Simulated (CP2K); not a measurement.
Nb3Sn under changes of volume

One of the cells (18.422 Å³/atom); the others are scaled copies at fixed shape and fractional positions:

```
CELL_PARAMETERS angstrom
5.28210 0.00000 0.00000
0.00000 5.28210 0.00000
0.00000 0.00000 5.28210
ATOMIC_POSITIONS crystal
Sn 0.50000 0.50000 0.50000
Sn 0.00000 0.00000 0.00000
Nb 0.00000 0.50000 0.25000
Nb 0.00000 0.50000 0.75000
Nb 0.50000 0.25000 0.00000
Nb 0.75000 0.00000 0.50000
Nb 0.50000 0.75000 0.00000
Nb 0.25000 0.00000 0.50000
```

- Program: CP2K 2026.2
- Functional: PBEsol
- Potentials or basis: POTENTIAL_UZH Sn GTH-PBE-q4, Nb GTH-PBE-q13; TZVP-MOLOPT-PBE-GTH basis
- Density cutoff: 6123 eV
- k mesh: 5 × 5 × 5
- Occupations: fermi-dirac, width 0.05 eV
- Spin: no spin polarisation

```tsv
volume (Å³/atom)	energy over the lowest point (meV/atom)	pressure (GPa)
17.316	52.83	14.4
17.685	25.40	9.7
18.053	?	?
18.422	0.00	1.8
18.790	0.08	-1.6
19.159	7.53	-4.7
19.527	21.63	-7.4
```

**Question.** What does the run at 18.053 Å³/atom give?

**Answer.** Energy over the lowest point 8.13 meV/atom; pressure 5.6 GPa.

Worked out: A Birch-Murnaghan fit of order 3 (a polynomial in V^(-2/3)) to the other rows has its minimum at 18.60 Å³/atom with B0 = V·E''(V) = 171 GPa and B' = 4.3. It gives 8.16 meV/atom at 18.053 Å³/atom, against the run's 8.13, and -dE/dV = 5.5 GPa, against 5.6.

Energies are extrapolated to zero smearing.

Caveats: the potentials were made for another functional, which shifts forces and pressure; the basis of atomic orbitals isn't converged, which shifts pressures, moduli and gaps.
